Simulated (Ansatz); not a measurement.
Se (P3_121) from a database of computed structures, relaxed with r2SCAN+rVV10, was run in the plane-wave code Ansatz under altered settings. All numbers are computed, without spin polarisation but where a row says otherwise.

```
Se
1.0
     4.29266    0.00000    0.00000
    -2.14633    3.71755    0.00000
     0.00000    0.00000    5.04085
Se
3
Direct
  0.22847 0.00000 0.33333
  0.00000 0.22847 0.66667
  0.77153 0.77153 0.00000
```

The base run's other keys:
```yaml
kpoints:
  mp_grid: { grid: [6, 6, 2] }
hamiltonian:
  xc: hse06
scf:
  occupations: { method: fixed }
  n_extra_bands: 4
```

It takes 18 iterations with 1547 plane waves at 420 eV and 14 k points, and leaves a mean stress of +0.31 GPa. The gap over this mesh is 1.570 eV. It ran on 4 threads of Arm Neoverse N1, with other jobs on the host.

Outcomes, with energy and stress as changes against the base:
```
                                    setting            outcome  ΔF (meV/atom)  Δ mean stress (GPa)  gap on the mesh (eV)  iterations  wall time
          scf.exx.singularity: wigner_seitz          converged            0.0                  0.0                 1.570          18       30 s
PBE hybrid, exx coeff 0.5, omega 0.2078 1/Å          converged              –                 -1.9                 2.454          26       36 s
                  scf.exx.ecutfock_ratio: 1          converged           +4.9                  0.0                 1.570          18       27 s
             crystal.symmetry.detect: false  converged, warned            0.0                  0.0                 1.570          19    2.2 min
```
A dash marks a value that wasn't obtained or can't be compared. Stress is positive in compression. The base took 30 s. The base's mesh is coarse for a hybrid, so its own values aren't converged.

- PBE hybrid, exx coeff 0.5, omega 0.2078 1/Å. That is 50 % exact exchange, screened with ω = 0.2078 1/Å, against HSE06's 25 % screened at 0.208 1/Å. The mean stress moves by -1.9 GPa and the gap on the mesh by +0.884 eV (to 2.454). Totals of different functionals aren't comparable. The program warns that on this mesh the truncation of the exchange isn't bounded, so part of the change can be an error of the mesh.
- scf.exx.ecutfock_ratio: 1. The free energy moves by +4.9 meV an atom, the mean stress by 0.0 GPa and the gap on the mesh by 0.000 eV (to 1.570). The result is sensitive to this setting.
- crystal.symmetry.detect: false. It converges in 19 iterations against the base's 18, on 72 k points in place of 14. This key steers the way to the solution, not the solution: the results stay as they were. Warned: hybrid solves reversed points apart.

Within 1 meV an atom, 0.1 GPa and 0.005 eV of the base stay: scf.exx.singularity: wigner_seitz; crystal.symmetry.detect: false.

Spin-orbit coupling is left out.

The stress of a hybrid is loosely converged in these runs.

The meshes of the hybrids are coarse, so their gaps aren't converged to the digits shown.
